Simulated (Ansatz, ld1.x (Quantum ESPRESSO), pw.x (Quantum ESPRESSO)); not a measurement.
# V (Z = 23): one change to the TM potential, in the atom and in the fcc crystal

V, norm-conserving Troullier–Martins (Kleinman–Bylander form), made with ld1.x (Quantum ESPRESSO) 7.5 (PBE, scalar-relativistic). Core [Ar], reference 3d3 4s2 4p0. Waves: 4p (bound, empty): rc 3.75 bohr; 3d (bound): rc 2.30 bohr; 4s (bound): rc 2.75 bohr. Local part: the s channel. Core correction: a·sin(br)/r model core inside 1.70 bohr.

Change: wave 4s (bound): rc 2.75 bohr becomes 4s (bound): rc 3.10 bohr.

Cutoffs, loose and tight: the cutoffs (Ry, on a coarse ladder) from which the occupation-weighted sum of valence levels, in a spherical-Bessel basis at the reference potential, stays within 10 and 1 mRy of its value at 400 Ry. They do not see the model core or the augmentation charge, which bear on the density cutoff. Test errors are all-electron minus pseudo excitation energies from the reference, over the configurations 3d3 4s1 4p0; 3d3 4s0 4p0; 3d2 4s0 4p0; 3d3.5 4s1.5 4p0; 3d3 4s1 4p1; 3d3 4s0 4p2; 3d4 4s0 4p0; variants that change the core or the reference have their own tests.

Crystal test: fcc V in pw.x 7.5, no spin, 15³ k-points, Fermi–Dirac smearing 0.01 Ry, cutoffs set for each file from its atomic test. The reference is all-electron LAPW (Ansatz 0.2.0) with the same functional, mesh and smearing; V0 and B0 come from Birch–Murnaghan fits to the pressures at five volumes. Errors are pseudo minus all-electron; Δ is the rms difference of the E(V) curves that follow from these fits, minima aligned, over ±6 % about the mean V0. Mesh and smearing are coarse, so the numbers serve the comparison and aren't converged zero-temperature values; the lattice is a test structure that the element need not adopt.

All-electron: a0 = 3.820 Å (V0 = 13.94 Å³/atom), B0 = 173.4 GPa.

Task: Does the change bring the crystal closer to the all-electron result?

Result: The mean pressure error goes from +14.07 to +10.82 GPa, so the change moves the solid closer to the all-electron pressures. Neither pressure curve crosses zero within the volumes sampled, so no fits are given.

```csv
quantity,base,changed
outcome (atom),generated,generated
"cutoff, loose (atom)",45 Ry,45 Ry
"cutoff, tight (atom)",55 Ry,55 Ry
bound ghosts (atom),none,none
largest test error (meV) (atom),-288 over the solved tests; 1 of 7 tests not solved or not reliable,-119 over the solved tests; 1 of 7 tests not solved or not reliable
cutoffs in pw.x (Ry),70/280,70/280
mean pressure error (GPa),+14.07,+10.82
```

Base: The largest radius (3.75 bohr) exceeds half the bond length (2.55 bohr), so the spheres overlap, which is one possible source of error among others. This is a poor potential for the solid. Atomic configuration tests: 1 of 7 tests not solved or not reliable. Changed file: The largest radius (3.75 bohr) exceeds half the bond length (2.55 bohr), so the spheres overlap, which is one possible source of error among others. This is a poor potential for the solid. Atomic configuration tests: 1 of 7 tests not solved or not reliable. The atomic cutoffs weigh occupied waves only.
